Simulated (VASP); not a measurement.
# Sn (I4/mmm) in VASP: a series of runs

Runs on Sn. Level: LDA. Tasks: single point.

Program: VASP 6.6.1. These are calculated values, not measurements. Logs are shortened: lines on timing, memory, paths and dates and some standing lists are left out, and cuts for length are marked.

## 1. The cell of the first run

The structure is tetragonal, space group I4/mmm (No. 139). Conventional cell: a = 3.789 Å, b = 3.789 Å, c = 4.168 Å, α = 90.00°, β = 90.00°, γ = 90.00°. Around Sn (site symmetry 4/mmm) lie 12 Sn at 3.39 to 3.79 Å.

This isn't the form of Sn at room conditions, which is tetragonal (white tin).

## 2. Single point, LDA (strain +0.1000 x Voigt [0, 0, 1, 0, 0, 0], atoms carried along)

The input, INCAR:

```
SYSTEM = Sn
ALGO     = Fast           ! electronic algorithm
EDIFF    = 1E-7           ! SCF threshold, eV
ENCUT    = 520            ! plane-wave cutoff, eV
GGA      = CA             ! functional
ISIF     = 2              ! what is computed and relaxed
ISMEAR   = 0              ! smearing method
LASPH    = .TRUE.         ! aspherical terms in the spheres
LCHARG   = .TRUE.         ! write CHGCAR
LELF     = .TRUE.         ! ELF
LREAL    = .FALSE.        ! projectors in reciprocal space
LVHAR    = .TRUE.       
LWAVE    = .FALSE.        ! write WAVECAR
NBANDS   = 13             ! bands
NELM     = 100            ! most SCF steps
PREC     = Accurate       ! precision mode
SIGMA    = 0.15           ! smearing width, eV
```

The input, KPOINTS:

```
k-points
0
G
  18 18 18
  0 0 0
```

The input, POSCAR:

```
Sn
1.0
   -1.8946518192      1.8946518192      2.0841170011
    1.8946518192     -1.8946518192      2.0841170011
    1.8946518192      1.8946518192     -2.0841170011
Sn
1
Direct
    0.0000000000      0.0000000000      0.0000000000
```

Potentials or basis: VASP PAW LDA potentials, release 64 (Sn_d).

Launch:

```
cat potpaw_LDA.64/Sn_d/POTCAR > POTCAR
mpirun -np 1 vasp_std > vasp.out
```

OUTCAR:

```text
SYSTEM = Sn
   EDIFF = 1E-7
   ENCUT = 520
   GGA = CA
   ISIF = 2
   ISMEAR = 0
   LASPH = .TRUE.
   LREAL = .FALSE.
   NELM = 100
   PREC = Accurate

 ion  position               nearest neighbor table
   1  0.000  0.000  0.000-

  LATTYP: Found a body centered tetragonal cell.
 ALAT       =     3.7893036384
 C/A-ratio  =     1.1000000000

  Lattice vectors:

 A1 = (  -1.8946518192,   1.8946518192,   2.0841170011)
 A2 = (   1.8946518192,  -1.8946518192,   2.0841170011)
 A3 = (   1.8946518192,   1.8946518192,  -2.0841170011)

Analysis of symmetry for initial positions (statically):
=====================================================================
 Subroutine PRICEL returns:
 Original cell was already a primitive cell.

 Routine SETGRP: Setting up the symmetry group for a
 body centered tetragonal supercell.

 Subroutine GETGRP returns: Found 16 space group operations
 (whereof 16 operations were pure point group operations)
 out of a pool of 16 trial point group operations.

The static configuration has the point symmetry D_4h.

Analysis of symmetry for dynamics (positions and initial velocities):
=====================================================================
 Subroutine PRICEL returns:
 Original cell was already a primitive cell.

 Routine SETGRP: Setting up the symmetry group for a
 body centered tetragonal supercell.

 Subroutine GETGRP returns: Found 16 space group operations
 (whereof 16 operations were pure point group operations)
 out of a pool of 16 trial point group operations.

The dynamic configuration has the point symmetry D_4h.

 Subroutine INISYM returns: Found 16 space group operations
 (whereof 16 operations are pure point group operations),
 and found     1 'primitive' translations

----------------------------------------------------------------------------------------

                                     Primitive cell

  volume of cell :      29.9255

  direct lattice vectors                    reciprocal lattice vectors
    -1.894651819  1.894651819  2.084117001     0.000000000  0.263900731  0.239909755
     1.894651819 -1.894651819  2.084117001     0.263900731  0.000000000  0.239909755
     1.894651819  1.894651819 -2.084117001     0.263900731  0.263900731  0.000000000

  length of vectors
     3.394547791  3.394547791  3.394547791     0.356651492  0.356651492  0.373211993

  position of ions in fractional coordinates (direct lattice)
     0.000000000  0.000000000  0.000000000

  ion indices of the primitive-cell ions
   primitive index   ion index
                 1           1

----------------------------------------------------------------------------------------

 KPOINTS: k-points

Automatic generation of k-mesh.
 Grid dimensions read from file:
 generate k-points for:   18   18   18

 Generating k-lattice:

  Cartesian coordinates                     Fractional coordinates (reciprocal lattice)
     0.000000000  0.014661152  0.013328320     0.055555556  0.000000000  0.000000000
     0.014661152  0.000000000  0.013328320     0.000000000  0.055555556  0.000000000
     0.014661152  0.014661152  0.000000000     0.000000000  0.000000000  0.055555556

  Length of vectors
     0.019813972  0.019813972  0.020734000

  Shift w.r.t. Gamma in fractional coordinates (k-lattice)
     0.000000000  0.000000000  0.000000000

 Subroutine IBZKPT returns following result:
 ===========================================

 Found    480 irreducible k-points:

 Following reciprocal coordinates:
            Coordinates               Weight
  0.000000  0.000000  0.000000      1.000000
  0.055556  0.000000 -0.000000      8.000000
  0.111111  0.000000 -0.000000      8.000000
  0.166667  0.000000 -0.000000      8.000000
  0.222222  0.000000 -0.000000      8.000000
  0.277778  0.000000 -0.000000      8.000000
[... 16 lines left out ...]
 -0.277778  0.055556  0.000000     16.000000
 -0.222222  0.055556  0.000000     16.000000
 [... further k-points ...]
   k-points           NKPTS =    480   k-points in BZ     NKDIM =    480   number of bands    NBANDS=     13
   number of dos      NEDOS =    301   number of ions     NIONS =      1
   total plane-waves  NPLWV =  21952
   dimension x,y,z NGX =    28 NGY =   28 NGZ =   28
   dimension x,y,z NGXF=    56 NGYF=   56 NGZF=   56
   ions per type =               1
   NGX,Y,Z   is equivalent  to a cutoff of  13.71, 13.71, 13.71 a.u.
   NGXF,Y,Z  is equivalent  to a cutoff of  27.43, 27.43, 27.43 a.u.
 SYSTEM =  Sn
   PREC   = accura    normal or accurate (medium, high low for compatibility)
   ISTART =      0    job   : 0-new  1-cont  2-samecut
   ICHARG =      2    charge: 1-file 2-atom 10-const
   ISPIN  =      1    spin polarized calculation?
   LNONCOLLINEAR =      F non collinear calculations
   LSORBIT =      F    spin-orbit coupling
   LASPH  =      T    aspherical Exc in radial PAW
   ENCUT  =  520.0 eV  38.22 Ry    6.18 a.u.   6.31  6.31  6.31*2*pi/ulx,y,z
   NELM   =    100;   NELMIN=  2; NELMDL= -5     # of ELM steps
   EDIFF  = 0.1E-06   stopping-criterion for ELM
   LREAL  =      F    real-space projection
   EDIFFG = 0.1E-05   stopping-criterion for IOM
   NSW    =      0    number of steps for IOM
   IBRION =     -1    ionic relax: 0-MD 1-quasi-New 2-CG
   NFREE  =      0    steps in history (QN), initial steepest desc. (CG)
   ISIF   =      2    stress and relaxation
   ISYM   =      2    0-nonsym 1-usesym 2-fastsym
   POTIM  = 0.5000    time-step for ionic-motion
   TEBEG  =    0.0;   TEEND  =   0.0 temperature during run
   PSTRESS=    0.0 pullay stress
   NELECT =      14.0000    total number of electrons
   NUPDOWN=      -1.0000    fix difference up-down
   EMIN   =  10.00;   EMAX   =-10.00  energy-range for DOS
   EFERMI =   0.00;   METHOD = LEGACY
   ISMEAR =     0;   SIGMA  =   0.15  broadening in eV -4-tet -1-fermi 0-gaus
   EFERMI_NEDOS =   21; number of points for ismear=-14 and -15
   IALGO  =     68    algorithm
   IMIX   =      4    mixing-type and parameters
     AMIX     =   0.40;   BMIX     =  1.00
     AMIX_MAG =   1.60;   BMIX_MAG =  1.00
  volume/ion in A,a.u.               =      29.93       201.95
  Fermi-wavevector in a.u.,A,eV,Ry     =   1.270878  2.401611 21.975191  1.615131
  Thomas-Fermi vector in A             =   2.403842
   LORBIT       =      0    0 simple, 1 ext, 2 COOP (PROOUT), +10 PAW based schemes
   GGA     = CA    functional components
   LHFCALC =     F    Hartree Fock is set to
   AEXX    =    0.0000 exact exchange contribution
   IVDW    =     0    specifies the selected vdW correction
   LEPSILON=     F    determine dielectric tensor
   LRPA    =     F    only Hartree local field effects (RPA)
 non-spin polarized calculation
 RMM-DIIS sequential band-by-band and
 Gauss-broadening in eV      SIGMA  =   0.15
  energy-cutoff  :      520.00
  volume of cell :       29.93
 maximum number of plane-waves:       820
 NGX is ok and might be reduce to    28
   NGX = 13   NGY = 13   NGZ = 13

 number of electron      13.9999994 magnetization

 Free energy of the ion-electron system (eV)
  ---------------------------------------------------
  ext. energy  EPLUGINS =         0.00000000
  ---------------------------------------------------
  free energy    TOTEN  =        -4.34705700 eV

  energy without entropy =       -4.34065866  energy(sigma->0) =       -4.34385783

 E-fermi :   6.7215     XC(G=0): -10.1600

 val. band max:        6.7106564561   @ k =   0.3889   0.2778   0.1667
 cond. band min:       6.7253561544   @ k =  -0.4444  -0.4444   0.3889
 fundamental gap:      0.0146996983
 Fermi energy:         6.7215446748

 k-point     1 :       0.0000    0.0000    0.0000
  band No.  band energies     occupation
      1     -14.7126      2.00000
      2     -14.7126      2.00000
      3     -14.6965      2.00000
      4     -14.6257      2.00000
      5     -14.5945      2.00000
      6      -3.7424      2.00000
      7      13.4839      0.00000
      8      13.7386      0.00000
      9      13.7386      0.00000
     10      18.0438      0.00000
     11      18.3455      0.00000
     12      18.3469      0.00000
     13      19.3067      0.00000

 k-point     2 :       0.0556    0.0000   -0.0000
  band No.  band energies     occupation
      1     -14.7109      2.00000
      2     -14.7109      2.00000
      3     -14.6946      2.00000
      4     -14.6262      2.00000
      5     -14.5954      2.00000
      6      -3.6825      2.00000
      7      13.0255      0.00000
      8      13.5443      0.00000
      9      13.5829      0.00000
     10      17.4034      0.00000
     11      18.2400      0.00000
     12      18.7018      0.00000
     13      18.9283      0.00000

 k-point     3 :       0.1111    0.0000   -0.0000
  band No.  band energies     occupation
      1     -14.7098      2.00000
      2     -14.7060      2.00000
      3     -14.6849      2.00000
      4     -14.6276      2.00000
      5     -14.5976      2.00000
      6      -3.5028      2.00000
      7      11.7239      0.00000
      8      13.0661      0.00000
      9      13.4415      0.00000
     10      16.7915      0.00000
     11      17.6698      0.00000
     12      18.3550      0.00000
     13      19.0880      0.00000

 k-point     4 :       0.1667    0.0000   -0.0000
  band No.  band energies     occupation
      1     -14.7123      2.00000
      2     -14.6992      2.00000
      3     -14.6659      2.00000
      4     -14.6296      2.00000
      5     -14.6006      2.00000
      6      -3.2037      2.00000
      7      10.1556      0.00000
      8      12.4759      0.00000
      9      13.2445      0.00000
     10      16.2819      0.00000
     11      17.0467      0.00000
     12      18.0422      0.00000
     13      19.4084      0.00000

 k-point     5 :       0.2222    0.0000   -0.0000
  band No.  band energies     occupation
      1     -14.7167      2.00000
      2     -14.6925      2.00000
      3     -14.6411      2.00000
      4     -14.6314      2.00000
      5     -14.6036      2.00000
      6      -2.7865      2.00000
      7       8.5532      0.00000
      8      11.8853      0.00000
      9      13.0027      0.00000
     10      15.8270      0.00000
     11      16.5023      0.00000
     12      17.9606      0.00000
     13      19.8209      0.00000
[... 257 lines left out ...]
 k-point    22 :      -0.3333    0.0556    0.0000
  band No.  band energies     occupation
      1     -14.7228      2.00000
      2     -14.6869      2.00000
      3     -14.6313      2.00000
      4     -14.6070      2.00000
      5     -14.5991      2.00000
      6      -1.8714      2.00000
      7       6.2258      2.00000
      8      10.8573      0.00000
      9      12.2696      0.00000
     10      15.5623      0.00000
     11      16.0802      0.00000
     12      17.6882      0.00000
     13      21.4739      0.00000

 k-point    23 :      -0.2778    0.0556    0.0000
  band No.  band energies     occupation
      1     -14.7180      2.00000
      2     -14.6910      2.00000
      3     -14.6306      2.00000
      4     -14.6267      2.00000
      5     -14.6038      2.00000
      6      -2.4615      2.00000
      7       7.7117      0.00000
      8      11.3762      0.00000
      9      12.5227      0.00000
     10      15.9106      0.00000
     11      16.2925      0.00000
     12      17.6313      0.00000
     13      20.8564      0.00000

 k-point    24 :      -0.2222    0.0556    0.0000
  band No.  band energies     occupation
      1     -14.7136      2.00000
      2     -14.6972      2.00000
      3     -14.6518      2.00000
      4     -14.6285      2.00000
      5     -14.6021      2.00000
      6      -2.9418      2.00000
      7       9.2712      0.00000
      8      11.9820      0.00000
      9      12.7870      0.00000
     10      16.3042      0.00000
     11      16.5438      0.00000
     12      17.8174      0.00000
     13      20.1873      0.00000

 [... further k-points ...]
[... 5 lines left out ...]
  --------------------------------------------------------------------------------------
  -------------------------------------------------------------------------------------
  Total       -1.2558917     -1.2558917     -1.1337791      0.0000000      0.0000000      0.0000000
  in kB      -67.2390967    -67.2390967    -60.7013161      0.0000000      0.0000000      0.0000000
  external PRESSURE =     -65.0598365 kB  Pullay stress =       0.0000000 kB

 VOLUME and BASIS-vectors are now :
 -----------------------------------------------------------------------------
  energy-cutoff  :      520.00
  volume of cell :       29.93
      direct lattice vectors                 reciprocal lattice vectors
    -1.894651819  1.894651819  2.084117001     0.000000000  0.263900731  0.239909755
     1.894651819 -1.894651819  2.084117001     0.263900731  0.000000000  0.239909755
     1.894651819  1.894651819 -2.084117001     0.263900731  0.263900731  0.000000000

 POSITION                                       TOTAL-FORCE (eV/Angst)
 -----------------------------------------------------------------------------------
      0.00000      0.00000      0.00000        -0.000000      0.000000      0.000000
 -----------------------------------------------------------------------------------
    total drift:                               -0.000000     -0.000000     -0.000000

  FREE ENERGIE OF THE ION-ELECTRON SYSTEM (eV)
  ---------------------------------------------------
  free  energy   TOTEN  =        -4.3470569987 eV

  energy  without entropy=       -4.3406586589  energy(sigma->0) =       -4.34385783
```

Wall time 90 s (1 thread of Intel Xeon 6975P-C (Granite Rapids), shared host); peak memory 0.27 GiB.

What came out:

```yaml
Free_energy: -4.3471 eV
Pressure: -6.5 GPa
Band_gap_on_the_k_mesh: none (metal or under the smearing width)
```

Stress tensor (GPa, compression positive):
```
-6.72  0.00  0.00
 0.00 -6.72  0.00
 0.00  0.00 -6.07
```

Levels at points of the mesh, in eV from the Fermi level:
| k point | band 5 | band 6 | band 7 | band 8 | band 9 | band 10 |
| --- | --- | --- | --- | --- | --- | --- |
| (0.00, 0.00, 0.00) | -21.32 | -10.46 | 6.76 | 7.02 | 7.02 | 11.32 |
| (0.50, 0.00, 0.00) | -21.27 | -6.56 | -4.01 | 3.60 | 5.47 | 7.96 |
| (0.50, 0.50, 0.00) | -21.26 | -6.06 | -3.77 | 2.62 | 4.07 | 6.69 |
| (0.50, 0.50, 0.50) | -21.27 | -3.35 | -1.39 | 0.15 | 0.15 | 3.82 |

(Continued in part 2 of 2.)
